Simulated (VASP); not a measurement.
A run of VASP 6.6.1:

File INCAR:

```
PREC     = Accurate       # precision mode
ENCUT    = 600            # plane-wave cutoff, eV
EDIFF    = 1E-7           # SCF threshold, eV
ISMEAR   = 0              # smearing method
SIGMA    = 0.03           # smearing width, eV
LREAL    = False          # projectors in reciprocal space
LASPH    = True           # aspherical terms in the spheres
NELM     = 80             # most SCF steps
ALGO     = Normal         # electronic algorithm
ISIF     = 3              # what is computed and relaxed
LWAVE    = False          # write WAVECAR
LCHARG   = False          # write CHGCAR
GGA      = CA             # functional
IBRION   = 2              # ionic algorithm
NSW      = 90             # ionic steps
EDIFFG   = -0.005         # ionic threshold
KPAR     = 2
```

File KPOINTS:

```
regular mesh
0
Gamma
  9 9 6
```

File POSCAR:

```
Se                                      
1.0
    3.9466751617     -0.0000000000      0.0000000000
   -1.9733375809      3.4179209505     -0.0000000000
   -0.0000000000      0.0000000000      5.1230249156
  Se            
     3
Direct
     0.2562888784138708    0.0000000000000000    0.3333333332999970
     0.0000000000000006    0.2562888784138723    0.6666666667000030
     0.7437111215861283    0.7437111215861277    0.0000000000000000
```

Potentials or basis: VASP PAW LDA potentials, release 64 (Se).

The run is started by

```bash
$ cat potpaw_LDA.64/Se/POTCAR > POTCAR
$ mpirun -np 2 vasp_std > vasp.out
```

Hardware: 2 MPI ranks on AMD EPYC 9R14 (Zen 4), on a shared host.

Problem. How long does it take, and how much memory?

Solution. It took 23 s on 2 MPI ranks on AMD EPYC 9R14 (Zen 4) (shared host), peak memory 0.17 GiB a rank. Counts: scf iterations 17, k points 62, ion steps 2.
